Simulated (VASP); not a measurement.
# AgCl (Chlorargyrite) (Fm-3m) in VASP: a series of runs

Aim: see how the results for AgCl (Chlorargyrite) move with the level of theory and the settings. Levels: PBE, LDA, PBEsol+U. Tasks: single point.

All numbers are computed with VASP 6.6.1; they aren't measurements. Logs are shortened: lines on timing, memory, paths and dates and some standing lists are left out, and cuts for length are marked.

**Experimental background.**

From a printed reference work, data compilation, for a bulk crystal of AgCl: band gap 3.249 eV (indirect).

How close the calculation comes is told below.

### 1 The cell of the first run

Symmetry: Fm-3m, No. 225, cubic system. The conventional cell has a = 5.542 Å, b = 5.542 Å, c = 5.542 Å, α = 90.00°, β = 90.00°, γ = 90.00°. Ag (site symmetry m-3m) has 6 Cl at 2.77 Å within 3.7 Å. Cl (site symmetry m-3m) has 6 Ag at 2.77 Å within 3.7 Å.

### 2 Single point, PBE

The input, INCAR:

```
ALGO     = Normal         # electronic algorithm
EDIFF    = 1E-6           # SCF threshold, eV
ENCUT    = 520            # plane-wave cutoff, eV
GGA      = PE             # functional
ISIF     = 2              # what is computed and relaxed
ISMEAR   = -1             # smearing method
LASPH    = T              # aspherical terms in the spheres
LCHARG   = F              # write CHGCAR
LREAL    = F              # projectors in reciprocal space
LWAVE    = F              # write WAVECAR
NBANDS   = 16             # bands
NELM     = 100            # most SCF steps
PREC     = Accurate       # precision mode
SIGMA    = 0.05           # smearing width, eV
```

The input, KPOINTS:

```
k-points
0
Gamma
  7 7 7
```

The input, POSCAR:

```
AgCl
1.0
    0.0000000000      2.7709909694      2.7709909694
    2.7709909694      0.0000000000      2.7709909694
    2.7709909694      2.7709909694      0.0000000000
Ag Cl
1 1
Direct
    0.0000000000      0.0000000000      0.0000000000
    0.5000000000      0.5000000000      0.5000000000
```

Potentials or basis: VASP PAW PBE potentials, release 64 (Ag, Cl).

Command:

```console
cat potpaw_PBE.64/Ag/POTCAR potpaw_PBE.64/Cl/POTCAR > POTCAR
mpirun -np 1 vasp_std > vasp.out
```

OUTCAR:

```text
EDIFF = 1E-6
   ENCUT = 520
   GGA = PE
   ISIF = 2
   ISMEAR = -1
   LASPH = T
   LREAL = F
   NELM = 100
   PREC = Accurate

 ion  position               nearest neighbor table
   1  0.000  0.000  0.000-   2 2.77   2 2.77   2 2.77   2 2.77   2 2.77   2 2.77
   2  0.500  0.500  0.500-   1 2.77   1 2.77   1 2.77   1 2.77   1 2.77   1 2.77

  LATTYP: Found a face centered cubic cell.
 ALAT       =     5.5419819388

  Lattice vectors:

 A1 = (   0.0000000000,   2.7709909694,   2.7709909694)
 A2 = (   2.7709909694,   0.0000000000,   2.7709909694)
 A3 = (   2.7709909694,   2.7709909694,   0.0000000000)

Analysis of symmetry for initial positions (statically):
=====================================================================
 Subroutine PRICEL returns:
 Original cell was already a primitive cell.

 Routine SETGRP: Setting up the symmetry group for a
 face centered cubic supercell.

 Subroutine GETGRP returns: Found 48 space group operations
 (whereof 48 operations were pure point group operations)
 out of a pool of 48 trial point group operations.

The static configuration has the point symmetry O_h .

Analysis of symmetry for dynamics (positions and initial velocities):
=====================================================================
 Subroutine PRICEL returns:
 Original cell was already a primitive cell.

 Routine SETGRP: Setting up the symmetry group for a
 face centered cubic supercell.

 Subroutine GETGRP returns: Found 48 space group operations
 (whereof 48 operations were pure point group operations)
 out of a pool of 48 trial point group operations.

The dynamic configuration has the point symmetry O_h .

 Subroutine INISYM returns: Found 48 space group operations
 (whereof 48 operations are pure point group operations),
 and found     1 'primitive' translations

----------------------------------------------------------------------------------------

                                     Primitive cell

  volume of cell :      42.5535

  direct lattice vectors                    reciprocal lattice vectors
     0.000000000  2.770990969  2.770990969    -0.180440862  0.180440862  0.180440862
     2.770990969  0.000000000  2.770990969     0.180440862 -0.180440862  0.180440862
     2.770990969  2.770990969  0.000000000     0.180440862  0.180440862 -0.180440862

  length of vectors
     3.918773010  3.918773010  3.918773010     0.312532741  0.312532741  0.312532741

  position of ions in fractional coordinates (direct lattice)
     0.000000000  0.000000000  0.000000000
     0.500000000  0.500000000  0.500000000

  ion indices of the primitive-cell ions
   primitive index   ion index
                 1           1
                 2           2

----------------------------------------------------------------------------------------

 KPOINTS: k-points

Automatic generation of k-mesh.
 Grid dimensions read from file:
 generate k-points for:    7    7    7

 Generating k-lattice:

  Cartesian coordinates                     Fractional coordinates (reciprocal lattice)
    -0.025777266  0.025777266  0.025777266     0.142857143  0.000000000  0.000000000
     0.025777266 -0.025777266  0.025777266     0.000000000  0.142857143  0.000000000
     0.025777266  0.025777266 -0.025777266     0.000000000  0.000000000  0.142857143

  Length of vectors
     0.044647534  0.044647534  0.044647534

  Shift w.r.t. Gamma in fractional coordinates (k-lattice)
     0.000000000  0.000000000  0.000000000

 Subroutine IBZKPT returns following result:
 ===========================================

 Found     20 irreducible k-points:

 Following reciprocal coordinates:
            Coordinates               Weight
  0.000000  0.000000  0.000000      1.000000
  0.142857  0.000000  0.000000      8.000000
  0.285714  0.000000  0.000000      8.000000
  0.428571  0.000000  0.000000      8.000000
  0.142857  0.142857  0.000000      6.000000
  0.285714  0.142857  0.000000     24.000000
[... 12 lines left out ...]
 -0.428571  0.428571  0.142857     24.000000
 -0.285714  0.428571  0.142857     24.000000
   k-points           NKPTS =     20   k-points in BZ     NKDIM =     20   number of bands    NBANDS=     16
   number of dos      NEDOS =    301   number of ions     NIONS =      2
   total plane-waves  NPLWV =  27000
   dimension x,y,z NGX =    30 NGY =   30 NGZ =   30
   dimension x,y,z NGXF=    60 NGYF=   60 NGZF=   60
   ions per type =               1   1
   NGX,Y,Z   is equivalent  to a cutoff of  12.73, 12.73, 12.73 a.u.
   NGXF,Y,Z  is equivalent  to a cutoff of  25.45, 25.45, 25.45 a.u.
 SYSTEM =  unknown system
   PREC   = accura    normal or accurate (medium, high low for compatibility)
   ISTART =      0    job   : 0-new  1-cont  2-samecut
   ICHARG =      2    charge: 1-file 2-atom 10-const
   ISPIN  =      1    spin polarized calculation?
   LNONCOLLINEAR =      F non collinear calculations
   LSORBIT =      F    spin-orbit coupling
   LASPH  =      T    aspherical Exc in radial PAW
   ENCUT  =  520.0 eV  38.22 Ry    6.18 a.u.   7.29  7.29  7.29*2*pi/ulx,y,z
   NELM   =    100;   NELMIN=  2; NELMDL= -5     # of ELM steps
   EDIFF  = 0.1E-05   stopping-criterion for ELM
   LREAL  =      F    real-space projection
   EDIFFG = 0.1E-04   stopping-criterion for IOM
   NSW    =      0    number of steps for IOM
   IBRION =     -1    ionic relax: 0-MD 1-quasi-New 2-CG
   NFREE  =      0    steps in history (QN), initial steepest desc. (CG)
   ISIF   =      2    stress and relaxation
   ISYM   =      2    0-nonsym 1-usesym 2-fastsym
   POTIM  = 0.5000    time-step for ionic-motion
   TEBEG  =    0.0;   TEEND  =   0.0 temperature during run
   PSTRESS=    0.0 pullay stress
   NELECT =      18.0000    total number of electrons
   NUPDOWN=      -1.0000    fix difference up-down
   EMIN   =  10.00;   EMAX   =-10.00  energy-range for DOS
   EFERMI =   0.00;   METHOD = LEGACY
   ISMEAR =    -1;   SIGMA  =   0.05  broadening in eV -4-tet -1-fermi 0-gaus
   EFERMI_NEDOS =   21; number of points for ismear=-14 and -15
   IALGO  =     38    algorithm
   IMIX   =      4    mixing-type and parameters
     AMIX     =   0.40;   BMIX     =  1.00
     AMIX_MAG =   1.60;   BMIX_MAG =  1.00
  volume/ion in A,a.u.               =      21.28       143.58
  Fermi-wavevector in a.u.,A,eV,Ry     =   1.228911  2.322306 20.547833  1.510223
  Thomas-Fermi vector in A             =   2.363819
   LORBIT       =      0    0 simple, 1 ext, 2 COOP (PROOUT), +10 PAW based schemes
   GGA     = PE    functional components
   LHFCALC =     F    Hartree Fock is set to
   AEXX    =    0.0000 exact exchange contribution
   IVDW    =     0    specifies the selected vdW correction
   LEPSILON=     F    determine dielectric tensor
   LRPA    =     F    only Hartree local field effects (RPA)
 non-spin polarized calculation
  energy-cutoff  :      520.00
  volume of cell :       42.55
 maximum number of plane-waves:      1155
 NGX is ok and might be reduce to    30
   NGX = 15   NGY = 15   NGZ = 15

 number of electron      18.0000006 magnetization

 Free energy of the ion-electron system (eV)
  ---------------------------------------------------
  ext. energy  EPLUGINS =         0.00000000
  ---------------------------------------------------
  free energy    TOTEN  =        -5.39328515 eV

  energy without entropy =       -5.39328302  energy(sigma->0) =       -5.39328408

 E-fermi :   4.3545     XC(G=0):  -9.9775

 val. band max:        3.7717141834   @ k =   0.4286   0.0000   0.0000
 cond. band min:       4.7553358058   @ k =   0.0000   0.0000   0.0000
 fundamental gap:      0.9836216223
 Fermi energy:         4.3545158976

 k-point     1 :       0.0000    0.0000    0.0000
  band No.  band energies     occupation
      1     -11.3169      2.00000
      2       1.3984      2.00000
      3       1.3984      2.00000
      4       1.3984      2.00000
      5       1.4396      2.00000
      6       1.4396      2.00000
[... 8 lines left out ...]
     15      17.1778      0.00000
     16      17.1778      0.00000

 k-point     2 :       0.1429    0.0000    0.0000
  band No.  band energies     occupation
      1     -11.2391      2.00000
      2       0.5374      2.00000
      3       0.6509      2.00000
      4       0.6509      2.00000
      5       1.4678      2.00000
      6       1.4678      2.00000
[... 8 lines left out ...]
     15      15.8414      0.00000
     16      16.5715      0.00000

 k-point     3 :       0.2857    0.0000    0.0000
  band No.  band energies     occupation
      1     -11.0553      2.00000
      2      -0.6087      2.00000
      3       0.0406      2.00000
      4       0.0406      2.00000
      5       1.6203      2.00000
      6       1.6203      2.00000
[... 8 lines left out ...]
     15      16.3470      0.00000
     16      16.4952      0.00000

 k-point     4 :       0.4286    0.0000    0.0000
  band No.  band energies     occupation
      1     -10.8975      2.00000
      2      -1.3162      2.00000
      3      -0.2824      2.00000
      4      -0.2824      2.00000
      5       1.7480      2.00000
      6       1.7480      2.00000
[... 8 lines left out ...]
     15      17.3492      0.00000
     16      17.3492      0.00000
[... 248 lines left out ...]
 k-point    18 :      -0.4286    0.2857    0.1429
  band No.  band energies     occupation
      1     -10.8575      2.00000
      2      -0.8871      2.00000
      3      -0.2402      2.00000
      4      -0.0723      2.00000
      5       1.6602      2.00000
      6       1.7805      2.00000
[... 8 lines left out ...]
     15      17.7019      0.00000
     16      19.1109      0.00000

 k-point    19 :      -0.4286    0.4286    0.1429
  band No.  band energies     occupation
      1     -10.8494      2.00000
      2      -0.5438      2.00000
      3      -0.0277      2.00000
      4       0.2309      2.00000
      5       1.5665      2.00000
      6       1.8147      2.00000
[... 8 lines left out ...]
     15      18.3382      0.00000
     16      19.3590      0.00000

 k-point    20 :      -0.2857    0.4286    0.1429
  band No.  band energies     occupation
      1     -10.8272      2.00000
      2      -0.4853      2.00000
      3      -0.2323      2.00000
      4      -0.0889      2.00000
      5       1.6829      2.00000
      6       1.8178      2.00000
[... 8 lines left out ...]
     15      17.3265      0.00000
     16      19.4533      0.00000

------------------------ aborting loop because EDIFF is reached ----------------------------------------

  FORCE on cell =-STRESS in cart. coord.  units (eV):
  Direction    XX          YY          ZZ          XY          YZ          ZX
  --------------------------------------------------------------------------------------
  -------------------------------------------------------------------------------------
  Total        0.4212855      0.4212855      0.4212855      0.0000000      0.0000000      0.0000000
  in kB       15.8617744     15.8617744     15.8617744      0.0000000      0.0000000      0.0000000
  external PRESSURE =      15.8617744 kB  Pullay stress =       0.0000000 kB

 VOLUME and BASIS-vectors are now :
 -----------------------------------------------------------------------------
  energy-cutoff  :      520.00
  volume of cell :       42.55
      direct lattice vectors                 reciprocal lattice vectors
     0.000000000  2.770990969  2.770990969    -0.180440862  0.180440862  0.180440862
     2.770990969  0.000000000  2.770990969     0.180440862 -0.180440862  0.180440862
     2.770990969  2.770990969  0.000000000     0.180440862  0.180440862 -0.180440862

 POSITION                                       TOTAL-FORCE (eV/Angst)
 -----------------------------------------------------------------------------------
      0.00000      0.00000      0.00000        -0.000000      0.000000      0.000000
      2.77099      2.77099      2.77099         0.000000     -0.000000     -0.000000
 -----------------------------------------------------------------------------------
    total drift:                               -0.000000      0.000000      0.000000

  FREE ENERGIE OF THE ION-ELECTRON SYSTEM (eV)
  ---------------------------------------------------
  free  energy   TOTEN  =        -5.3932851454 eV

  energy  without entropy=       -5.3932830157  energy(sigma->0) =       -5.39328408
```

Run time: 12 s. Hardware: 1 thread of Intel Xeon Platinum 8375C at 2.90GHz (Ice Lake), shared host; peak memory 0.17 GiB.

Results:

| Item | Value |
| --- | --- |
| Free energy | -5.3933 eV |
| Pressure | 1.6 GPa |
| Band gap on the k mesh | 0.98 eV, indirect (least direct gap 3.24 eV) |

### 3 Single point, LDA

This run uses another cell than the first one, of 20.46 Å³/atom, 0.962 times its volume.

The input, INCAR:

```
PREC     = Accurate       # precision mode
ENCUT    = 520            # plane-wave cutoff, eV
EDIFF    = 1E-6           # SCF threshold, eV
ISMEAR   = 0              # smearing method
SIGMA    = 0.02           # smearing width, eV
LREAL    = False          # projectors in reciprocal space
LASPH    = True           # aspherical terms in the spheres
NELM     = 80             # most SCF steps
ALGO     = Normal         # electronic algorithm
ISIF     = 2              # what is computed and relaxed
LWAVE    = False          # write WAVECAR
LCHARG   = True           # write CHGCAR
LELF     = True           # ELF
LVHAR    = True         
NBANDS   = 16             # bands
```

The input, KPOINTS:

```
regular mesh
0
Gamma
  8 8 8
```

The input, POSCAR:

```
AgCl
1.0
    0.0000000000      2.7350000000      2.7350000000
    2.7350000000      0.0000000000      2.7350000000
    2.7350000000      2.7350000000      0.0000000000
Ag Cl
1 1
Direct
    0.0000000000      0.0000000000      0.0000000000
    0.5000000000      0.5000000000      0.5000000000
```

Potentials or basis: VASP PAW LDA potentials, release 64 (Ag, Cl).

Command:

```console
cat potpaw_LDA.64/Ag/POTCAR potpaw_LDA.64/Cl/POTCAR > POTCAR
mpirun -np 1 vasp_std > vasp.out
```

Run time: 10 s. Hardware: 1 thread of Intel Xeon 6975P-C (Granite Rapids), shared host; peak memory 0.15 GiB.

The run converged. Its results:

```
Free energy            : -6.7624 eV
Pressure               : -3.8 GPa
Band gap on the k mesh : 0.64 eV, indirect (least direct gap 3.11 eV)
```

Levels at points of the mesh, in eV from the valence-band top:
| k point | band 6 | band 7 | band 8 | band 9 | band 10 | band 11 | band 12 | band 13 |
| --- | --- | --- | --- | --- | --- | --- | --- | --- |
| (0.00, 0.00, 0.00) | -2.66 | -2.48 | -2.48 | -2.48 | 0.64 | 10.73 | 10.73 | 10.73 |
| (0.50, 0.00, 0.00) | -2.28 | -1.94 | 0.00 | 0.00 | 3.86 | 6.57 | 7.37 | 7.37 |
| (0.50, 0.50, 0.00) | -2.44 | -2.14 | -2.14 | -2.03 | 2.05 | 7.80 | 8.52 | 11.44 |

### 4 Single point, PBEsol+U

This run uses another cell than the first one, of 20.46 Å³/atom, 0.962 times its volume.

The input, INCAR:

```
  PREC = Accurate
  ENCUT = 520
  EDIFF = 1E-7
  ISMEAR = -1
  SIGMA = 0.05
  LREAL = F
  LASPH = T
  NELM = 150
  ALGO = Normal
  ISIF = 2
  LWAVE = F
  LCHARG = F
  LMAXMIX = 4
  LDAU = T
  LDAUTYPE = 2
  LDAUL = 2 -1
  LDAUU = 4 0
  LDAUJ = 0 0
  LDAUPRINT = 1
  GGA = PS
  NBANDS = 16
```

The input, KPOINTS:

```
Automatic mesh
0
Gamma
  8 8 8
```

POSCAR is that of step 3.

Potentials or basis: VASP PAW PBE potentials, release 64 (Ag, Cl).

Command:

```console
cat potpaw_PBE.64/Ag/POTCAR potpaw_PBE.64/Cl/POTCAR > POTCAR
mpirun -np 1 vasp_std > vasp.out
```

It took 12 s on 1 thread of AMD EPYC 9R14 (Zen 4), shared host; peak memory 0.14 GiB.

It converged, with:

- Free energy: -5.0658 eV
- Pressure: -1.2 GPa
- Band gap on the k mesh: 1.54 eV, indirect (least direct gap 3.35 eV)

Levels at points of the mesh, in eV from the valence-band top:
```
           k point  band 7  band 8  band 9  band 10  band 11  band 12
(0.00, 0.00, 0.00)   -1.81   -1.81   -1.81     1.54    11.18    11.18
(0.50, 0.00, 0.00)   -2.33    0.00    0.00     4.70     7.48     8.24
(0.50, 0.50, 0.00)   -2.70   -2.61   -2.61     3.01     8.20     9.36
```

Eigenvalues of the final occupation matrices:
```csv
site,spin,trace,eigenvalues
site 1 d,1,4.78,0.95 0.95 0.95 0.97 0.97
site 1 d,2,4.78,0.95 0.95 0.95 0.97 0.97
```

Caveat: the PAW data sets were made with another functional, which shifts forces and pressure a little.

(Part 1 of 2 ends here.)
